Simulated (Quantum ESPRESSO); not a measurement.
# A worked fit of the energy against the cutoff, with one run withheld: NaBr (I4mm, 2 atoms in the cell)

```xyz
2
Lattice="2.1002 -2.1002 2.9701 2.1002 2.1002 2.9701 -2.1002 -2.1002 2.9701" Properties=species:S:1:pos:R:3 pbc="T T T"
Na     0.0354    -0.0354     0.0000
Br     0.0000    -4.2003     2.9701
```

Method of the run: PBE, SSSP 1.1.2 efficiency (PBE) pseudopotentials (plane waves; Quantum ESPRESSO).

Base settings: ecutwfc = 40 Ry; ecutrho = 320 Ry; occupations = smearing; smearing = fermi-dirac; degauss = 0.00147 Ry; potentials = {Na: na_pbe_v1.5.uspp.F.UPF, Br: br_pbe_v1.4.uspp.F.UPF}; K_POINTS = automatic 3 3 3 0 0 0; conv_thr = 1e-10 Ry.

The last step of the ladder, which sets the zero, is ecutwfc = 96 Ry.

The starting cell has typed, rounded lattice constants, without a prior relaxation at this level. Its lattice was rescaled by up to half a per cent. One atom was moved a little off its site on purpose.

An empirical form for the window shown: the miss falls exponentially with the largest wave vector, which goes as √cutoff: ln(ΔF) = a + b·√cutoff.

| ecutwfc | √cutoff (√Ry) | F less the last step's (meV/atom) | ln of it |
|---|---|---|---|
| 22 Ry | 4.690 | 1338.12 | 7.199 |
| 24 Ry | 4.899 | ? | ? |
| 28 Ry | 5.292 | 127.82 | 4.851 |
| 32 Ry | 5.657 | 22.63 | 3.119 |
| 36 Ry | 6.000 | 5.40 | 1.686 |

Problem. Fit the line to the 4 rows given and predict the withheld one.

Solution. Means: x̄ = 5.4097, ȳ = 4.2138. Σ(x − x̄)(y − ȳ) = -3.986 and Σ(x − x̄)² = 0.9414, so b = -4.234 and a = ȳ − b·x̄ = 27.118; ΔF halves for each 0.16 in √cutoff. The largest residual of the fitted rows is 0.14. At x = 4.899 the line gives 6.376, that is 588 meV/atom. The run gave 642.37 meV/atom, a miss of 54.37 meV/atom (8 %). The table is a window of a longer ladder. The rows were chosen because the form fits them, the withheld one included, so this shows the method and is no test of the form.

Left out of this page: 10 runs of the series outside the window shown, repeating another row's setting, or not comparable.
